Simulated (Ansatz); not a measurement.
# Sn: element swaps in one structure

The task here is to estimate one member of a computed series from the others.

Method: DFT PBEsol, scalar-relativistic, plane waves, PAW, in Ansatz 0.2.0.

1 further run of the same task is left out (set aside as unsound or not needed).

## Starting point

The structure is cubic, space group Fd-3m (No. 227). The conventional cell has a = 6.541 Å, b = 6.541 Å, c = 6.541 Å, α = 90.00°, β = 90.00°, γ = 90.00°. Around Sn (site symmetry -43m) lie 4 Sn at 2.83 Å.

Structure file:

```
Sn
1.0
     0.00000    3.27035    3.27035
     3.27035    0.00000    3.27035
     3.27035    3.27035    0.00000
Sn
2
Direct
  0.00000 0.00000 0.00000
  0.25000 0.25000 0.25000
```

It goes back to an entry of the Materials Project.

It is the result of an earlier relaxation at this level (volume 34.98 Å³/atom; gap on the mesh: none (metal)).

Set-up of the first run:

Contents of input.yaml:

```yaml
crystal:
  lattice:
    - [0.0, 3.0612650969, 3.0612650969]
    - [3.0612650969, 0.0, 3.0612650969]
    - [3.0612650969, 3.0612650969, 0.0]
  atoms:
    - { symbol: Co, position: [0.0, 0.0, 0.0], spin: 3.0 }
    - { symbol: Co, position: [0.25, 0.25, 0.25], spin: 3.0 }
basis:
  ecutwfc: 420
kpoints:
  mp_grid: { grid: [6, 6, 6] }
hamiltonian:
  xc: pbesol
scf:
  occupations: { method: gaussian, width: 0.1 }
  lower_state_search: "off"
output:
  forces: true
  stress: true
  eigenvalues: true
  populations: true
magnetization:
  spin_polarized: true
```

Started as:

```sh
$ ansatz run input.yaml --threads 1 --pin off --max-ram 2560MiB --backend cpu --events-out ev --progress --plain --runs-dir out
```

Steps of the session up to this table: A first look at the start (Co); Rough relaxation on the coarse mesh (Co); Relaxing cell and atoms (Co); Probe: one point at the start (Ir); Rough relaxation on the coarse mesh (Ir); Relaxing cell and atoms (Ir).

One of the session's tables, all rows but one given; the rest of the session is left out.

It belongs to the step «The crystals compared». Lengths are those of the vectors of the cell that was run:

| swap | volume (Å³/atom) | a (Å) | b (Å) | c (Å) |
| --- | --- | --- | --- | --- |
| none | 34.98 | 4.625 | 4.625 | 4.625 |
| Sn → Ge | 22.85 | 4.013 | 4.013 | 4.013 |
| Sn → Ru | 19.59 | 3.812 | 3.812 | 3.812 |
| Sn → Pb | 41.32 | 4.889 | 4.889 | 4.889 |
| Sn → C | 5.61 | 2.513 | 2.513 | 2.513 |
| Sn → Co | 15.54 | 3.529 | 3.529 | 3.529 |
| Sn → Ir | ? | ? | ? | ? |

**Question.** Estimate the row for Sn → Ir.

As computed: volume (Å³/atom): 20.85; a (Å): 3.893; b (Å): 3.893; c (Å): 3.893. In the column «volume (Å³/atom)» it lies between Sn → Ru (19.59) and Sn → Ge (22.85).

Lengths are those of the computed cell. Rows of earlier swaps come from the sessions before.
